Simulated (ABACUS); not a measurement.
Si2Mo: equation of state with PBE

Crystal: Si2Mo.

```
Mo Si
1.0
    -1.60000    1.60000    3.93050
     1.60000   -1.60000    3.93050
     1.60000    1.60000   -3.93050
Mo Si
1 2
Direct
  0.00000 0.00000 0.00000
  0.66700 0.66700 0.00000
  0.33300 0.33300 0.00000
```

```
Program             : ABACUS 3.10.1
Task                : equation of state
Functional          : PBE
Potentials or basis : PseudoDojo NC SR 0.4.1 PBE standard
Cutoff              : 1361 eV
Density cutoff      : 5442 eV
Basis               : TZDP LCAO (the cutoffs set its grid)
k mesh              : 12 × 12 × 12
Occupations         : fermi-dirac, width 0.05 eV
Spin                : no spin polarisation
```

```json
{
  "Equilibrium volume": "13.58 Å³/atom",
  "Bulk modulus at fixed shape and positions": "207 GPa",
  "Pressure derivative of the bulk modulus": "4.4"
}
```

Energy against volume, from the lowest point:
| volume (Å³/atom) | energy (meV/atom) |
| --- | --- |
| 12.611 | 50.05 |
| 12.879 | 24.82 |
| 13.148 | 8.66 |
| 13.416 | 0.69 |
| 13.684 | 0.00 |
| 13.953 | 5.91 |
| 14.221 | 17.71 |

All runs of the series together: 3.6 min on 4 threads of AMD EPYC 7B13 (Zen 3), on a shared host.

Caveat: the atomic orbitals were generated for these runs and aren't a published set; the cell was scaled at fixed shape and fractional positions, which overstates the stiffness of a crystal with free parameters, most of all of layers and chains; the basis of atomic orbitals isn't converged, which shifts pressures, moduli and gaps.
